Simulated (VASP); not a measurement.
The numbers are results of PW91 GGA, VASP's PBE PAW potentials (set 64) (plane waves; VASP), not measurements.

A VASP calculation is set up with these files.

### KPOINTS
```
Automatic mesh
0
Gamma
5 5 5
0 0 0
```

**POSCAR**
```
CsI
1
    4.5700000000     0.0000000000     0.0000000000
    0.0000000000     4.5700000000     0.0000000000
    0.0000000000     0.0000000000     4.5700000000
Cs I
1 1
Direct
  0.0000000000   0.0000000000   0.0000000000
  0.5000000000   0.5000000000   0.5000000000
```

### INCAR
```
# general
SYSTEM  = CsI
PREC    = Accurate
ENCUT   = 520   # plane-wave cut-off (eV)
LREAL   = .FALSE.   # projection in real space or not
LASPH   = .TRUE.   # aspherical one-centre terms

# electronic loop
EDIFF   = 1E-6
NELM    = 100   # most electronic steps
ALGO    = Normal
LMAXMIX = 4   # l cut-off of mixed one-centre charges

# smearing
ISMEAR  = 0   # Gaussian
SIGMA   = 0.05   # width (eV)

# functional
GGA     = 91   # PW91

# ions
IBRION  = 2   # conjugate gradients
NSW     = 60   # most ionic steps
ISIF    = 3   # ions, shape and volume
EDIFFG  = -0.01   # ionic stop

# output
LWAVE   = .FALSE.
LCHARG  = .FALSE.
```

POTCAR, in this order: Cs_sv I (PBE.64 set). Program: vasp_std.

What VASP printed:

OSZICAR:
```
       N       E                     dE             d eps       ncg     rms          rms(c)
DAV:   1     0.916004340692E+02    0.91600E+02   -0.61857E+03   240   0.110E+03
DAV:   2     0.137137952611E+01   -0.90229E+02   -0.85234E+02   344   0.166E+02
DAV:   3    -0.553945999626E+01   -0.69108E+01   -0.68999E+01   316   0.531E+01
DAV:   4    -0.562723332087E+01   -0.87773E-01   -0.87761E-01   272   0.754E+00
DAV:   5    -0.562850346875E+01   -0.12701E-02   -0.12701E-02   316   0.941E-01    0.173E+00
DAV:   6    -0.551040336493E+01    0.11810E+00   -0.15877E-01   264   0.195E+00    0.129E+00
DAV:   7    -0.548554734958E+01    0.24856E-01   -0.13700E-01   272   0.186E+00    0.566E-01
DAV:   8    -0.548869097329E+01   -0.31436E-02   -0.93553E-03   268   0.627E-01    0.104E-01
DAV:   9    -0.548912346116E+01   -0.43249E-03   -0.80456E-04   272   0.199E-01    0.834E-02
DAV:  10    -0.548923105297E+01   -0.10759E-03   -0.15667E-04   280   0.844E-02    0.131E-02
DAV:  11    -0.548922737869E+01    0.36743E-05   -0.44128E-05   272   0.331E-02    0.550E-03
DAV:  12    -0.548922776480E+01   -0.38611E-06   -0.44756E-06   276   0.143E-02
   1 F= -.54892278E+01 E0= -.54892278E+01  d E =-.548923E+01
       N       E                     dE             d eps       ncg     rms          rms(c)
DAV:   1    -0.556930716089E+01   -0.80080E-01   -0.13264E+00   240   0.657E+00    0.121E+00
DAV:   2    -0.551348470100E+01    0.55822E-01   -0.77059E-02   244   0.161E+00    0.513E-01
DAV:   3    -0.549777096556E+01    0.15714E-01   -0.49423E-02   240   0.122E+00    0.290E-01
DAV:   4    -0.549769671604E+01    0.74250E-04   -0.54595E-04   256   0.164E-01    0.239E-01
DAV:   5    -0.549758606213E+01    0.11065E-03   -0.41535E-04   272   0.124E-01    0.224E-02
DAV:   6    -0.549757791732E+01    0.81448E-05   -0.37177E-05   256   0.367E-02    0.134E-02
DAV:   7    -0.549757554741E+01    0.23699E-05   -0.62528E-06   276   0.171E-02    0.171E-02
DAV:   8    -0.549757596612E+01   -0.41871E-06   -0.51527E-07   152   0.438E-03
   2 F= -.54975760E+01 E0= -.54975760E+01  d E =-.834820E-02
       N       E                     dE             d eps       ncg     rms          rms(c)
DAV:   1    -0.558847662635E+01   -0.90901E-01   -0.16264E+00   240   0.724E+00    0.134E+00
DAV:   2    -0.551966464705E+01    0.68812E-01   -0.95973E-02   244   0.179E+00    0.566E-01
DAV:   3    -0.550047863372E+01    0.19186E-01   -0.60520E-02   240   0.134E+00    0.319E-01
DAV:   4    -0.550038319141E+01    0.95442E-04   -0.66435E-04   264   0.180E-01    0.264E-01
DAV:   5    -0.550024337065E+01    0.13982E-03   -0.52700E-04   272   0.139E-01    0.250E-02
DAV:   6    -0.550023371879E+01    0.96519E-05   -0.48865E-05   260   0.413E-02    0.161E-02
DAV:   7    -0.550023120319E+01    0.25156E-05   -0.85086E-06   276   0.196E-02    0.212E-02
DAV:   8    -0.550023168871E+01   -0.48552E-06   -0.66012E-07   140   0.495E-03
   3 F= -.55002317E+01 E0= -.55002317E+01  d E =-.110039E-01
```

**OUTCAR**
```
------------------------ aborting loop because EDIFF is reached ----------------------------------------
  FORCE on cell =-STRESS in cart. coord.  units (eV):
  Direction    XX          YY          ZZ          XY          YZ          ZX
  --------------------------------------------------------------------------------------
  Total       -0.0187758     -0.0187758     -0.0187758     -0.0000000     -0.0000000     -0.0000000
  in kB       -0.2967466     -0.2967466     -0.2967466     -0.0000000     -0.0000000     -0.0000000
  external PRESSURE =      -0.2967466 kB  Pullay stress =       0.0000000 kB
  volume of cell :      101.37
      direct lattice vectors                 reciprocal lattice vectors
     4.662740243  0.000000000  0.000000000     0.214466161  0.000000000 -0.000000000
     0.000000000  4.662740243  0.000000000     0.000000000  0.214466161  0.000000000
     0.000000000  0.000000000  4.662740243    -0.000000000  0.000000000  0.214466161
 POSITION                                       TOTAL-FORCE (eV/Angst)
 -----------------------------------------------------------------------------------
      0.00000      0.00000      0.00000         0.000000      0.000000      0.000000
      2.33137      2.33137      2.33137        -0.000000      0.000000      0.000000
 -----------------------------------------------------------------------------------
    total drift:                               -0.000000      0.000000      0.000000
  FREE ENERGIE OF THE ION-ELECTRON SYSTEM (eV)
  ---------------------------------------------------
  free  energy   TOTEN  =        -5.5002316887 eV

  energy  without entropy=       -5.5002316887  energy(sigma->0) =       -5.50023169

 reached required accuracy - stopping structural energy minimisation
```
(Selected blocks of OUTCAR.)

**CONTCAR**
```
CsI
   1.00000000000000
     4.6627402431065601    0.0000000000000000    0.0000000000000000
     0.0000000000000000    4.6627402431065601    0.0000000000000000
     0.0000000000000000    0.0000000000000000    4.6627402431065601
  Cs              I
     1     1
Direct
     0.0000000000000000    0.0000000000000000    0.0000000000000000
     0.5000000000000000    0.5000000000000000    0.5000000000000000
```

Energy and stress use the plane-wave basis of the starting cell.

The compound is CsI in the CsCl type structure. This run relaxes it. Symmetry was kept, so distortions that lower it aren't found.
